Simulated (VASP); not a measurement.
A run of VASP 6.6.1 is set up as follows.

File INCAR:

```
PREC = Accurate
ENCUT = 600
EDIFF = 1E-6
ISMEAR = -1
SIGMA = 0.05
LREAL = F
LASPH = T
NELM = 100
ALGO = Normal
ISIF = 3
LWAVE = F
LCHARG = F
GGA = PE
IVDW = 202
IBRION = 2
NSW = 60
EDIFFG = -0.01
```

KPOINTS

```
regular mesh
0
Gamma
  8 8 8
```

File POSCAR:

```
PbSe
1.0
    0.0000000000      3.0606500000      3.0606500000
    3.0606500000      0.0000000000      3.0606500000
    3.0606500000      3.0606500000      0.0000000000
Pb Se
1 1
Direct
    0.0000000000      0.0000000000      0.0000000000
    0.5000000000      0.5000000000      0.5000000000
```

Potentials or basis: VASP PAW PBE potentials, release 64 (Pb_d, Se).

Run with:

```console
$ cat potpaw_PBE.64/Pb_d/POTCAR potpaw_PBE.64/Se/POTCAR > POTCAR
$ mpirun -np 1 vasp_std > vasp.out
```

Problem. Predict the relaxed cell.

Solution. a = 4.353 Å, b = 4.353 Å, c = 4.353 Å, α = 60.00°, β = 60.00°, γ = 60.00°.

Problem. Estimate the dispersion energy per atom.

Solution. -0.277 eV.

The path:
| step | energy change (eV) | largest force (eV/Å) | pressure (GPa) | volume (Å³) |
| --- | --- | --- | --- | --- |
| 1 | 0.0000 | 0.0000 | 0.86 | 57.34 |
| 2 | -0.0025 | 0.0000 | -0.30 | 58.62 |
| 3 | -0.0027 | 0.0000 | -0.03 | 58.33 |

The cell as given is a measured one (28.67 Å³/atom); PBE+MBD puts the equilibrium volume +1.7 % from it, thermal expansion not counted.
